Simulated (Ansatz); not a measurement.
**Fe: frozen-core PAW against all-electron methods**

```
Fe
1.0
    -1.44853    1.44853    1.44853
     1.44853   -1.44853    1.44853
     1.44853    1.44853   -1.44853
Fe
1
Direct
  0.00000 0.00000 0.00000
```

The geometry is COD entry 9013474, unchecked; take it as a test cell. It was measured hot, at 722 K. The listed cell was then made from it by scaling, straining or moving an atom.

Methods: DFT, PBE, PAW with Ansatz's default frozen-core files, scalar-relativistic (Ansatz 0.2.0); DFT, PBE, all-electron LAPW, scalar-relativistic (Ansatz 0.2.0).

For PAW: a Γ-centred 20×20×20 k mesh, Fermi–Dirac smearing of 0.05 eV, cutoff 420 eV, spin-polarised from start moments Fe 3 μB. LAPW targets a basis error of 0.25 meV/atom. The Ansatz runs share mesh, smearing and spin set-up. Plane-wave (PAW) pressures include the program's estimate of the Pulay term.

Stress and pressure are positive in compression.

The change that made this cell: volume scaled by 1.02.

```json
{"method": "PAW", "moment of the cell (μB)": "2.28", "site moments (μB)": "Fe 2.34", "symmetry operations kept": "48", "pressure (GPa)": "-11.10"}
{"method": "LAPW", "moment of the cell (μB)": "2.27", "site moments (μB)": "Fe 2.34", "symmetry operations kept": "48", "pressure (GPa)": "-11.27"}
```

Problem. Can the differences be read as the error of the PAW files?

Solution. Yes, as far as these numbers show: moments and symmetry agree, so the runs reached one state, and PAW's pressure is off by +0.17 GPa.
